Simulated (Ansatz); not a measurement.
Runs of Ansatz 0.2.0 on InPd. The structure is cubic, space group Pm-3m (No. 221). The conventional cell has a = 3.272 Å, b = 3.272 Å, c = 3.272 Å, α = 90.00°, β = 90.00°, γ = 90.00°. Around In (site symmetry m-3m) lie 8 Pd at 2.83 Å. Pd (site symmetry m-3m) is surrounded by 8 In at 2.83 Å. The cell comes from a database or a generator and needn't be the stable form of this composition.

| level | k mesh | cutoff (eV) | mesh quality | V0 of scaled cells (Å³/atom) | B0 (GPa) |
| --- | --- | --- | --- | --- | --- |
| PBE0 | 4 × 4 × 4 | 420 | coarse | 17.40 | 137 |
| r2SCAN | 8 × 8 × 8 | 500 | not flagged | 17.44 | 133 |
| LDA | 8 × 8 × 8 | 420 | not flagged | (b) | (a) |
| PBEsol | 8 × 8 × 8 | 420 | not flagged | 17.12 | 138 |

Alike in all rows: task equation of state; potentials or basis Ansatz PAW; no spin polarisation; cell as given; smearing fermi-dirac 0.05 eV.

Fill in the values left out.

(a) 156; (b) 16.61.

Caveats: some runs use coarse meshes; the PAW data sets were made with another functional, which shifts forces and pressure a little (some runs).
